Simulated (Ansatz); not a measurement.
**Ni (Fm-3m): electronic heat capacity from the density of states**

These are results of DFT PBE, scalar-relativistic, plane waves, PAW in Ansatz, not measurements.

Settings: cutoff 420 eV, Γ-centred mesh 20×20×20 on the computed 1-atom cell, Gaussian smearing of 0.10 eV; collinear spin from starting moments 0.75 μB.

Relaxed cell: Fm-3m, a = 3.518 Å, b = 3.518 Å, c = 3.518 Å, α = 90.00°, β = 90.00°, γ = 90.00°, 1 atom in the primitive cell.

The density of states at the Fermi level is 1.635 states/eV in the cell of 1 atom (1 formula unit; both spins, tetrahedra on a 30×30×30 mesh). The run ends with a moment of 0.64 μB a cell (largest on a site 0.68 μB), and the figure is for this state; a paramagnetic sample can have a quite different one. Another magnetic order, if the compound takes it, can change N(E_F) and the shape of the cell a good deal.

What Sommerfeld coefficient does this give?

Per formula unit N(E_F) = 1.635 states/eV. γ = (π²/3) k_B² N(E_F) N_A = 2.357 mJ/(mol K²) per state/eV, so γ = 3.9 mJ/(mol K²), a mole of formula units. This is the bare band result: a measured γ of the same phase and magnetic order is as a rule larger by a factor 1 + λ from phonons and spin fluctuations. N(E_F) at one energy is sensitive to the mesh where the density of states has sharp peaks.

Only this magnetic start was tried.